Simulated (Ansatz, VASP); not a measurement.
**CaO in VASP and in Ansatz**

```
Ca O
1.0
     0.00000    2.60673    2.60673
     2.70839    0.00000    2.60673
     2.70839    2.60673    0.00000
Ca O
1 1
Direct
  0.00000 0.00000 0.00000
  0.25000 0.25000 0.25000
```

Change from the starting cell: uniaxial_x strain +3.9%.

Alike in both runs: task single point; functional r2SCAN; k mesh 8 × 8 × 8; no spin polarisation.

|  | VASP | Ansatz |
| --- | --- | --- |
| version | VASP 6.6.1 | Ansatz 0.2.0 |
| potentials or method | VASP PAW PBE potentials, release 64 (Ca_sv, O) | plane waves, PAW |
| plane-wave cutoff (eV) | 520 | 500 |
| occupations | gaussian, width 0.01 eV | fixed |
| valence electrons in the cell | 16 | 16 |

|  | VASP | Ansatz | Ansatz less VASP |
| --- | --- | --- | --- |
| gap on the k mesh at the Fermi level (eV) | 3.56 | 3.58 | +0.023 |
| pressure (GPa) | -2.2 | -3.0 | -0.81 |
| largest component of the traceless stress (GPa) | 0.59 | 0.63 | +0.041 |

Caveats: the PAW data sets were made with another functional, which shifts forces and pressure a little (VASP). A k mesh can miss the band edges.
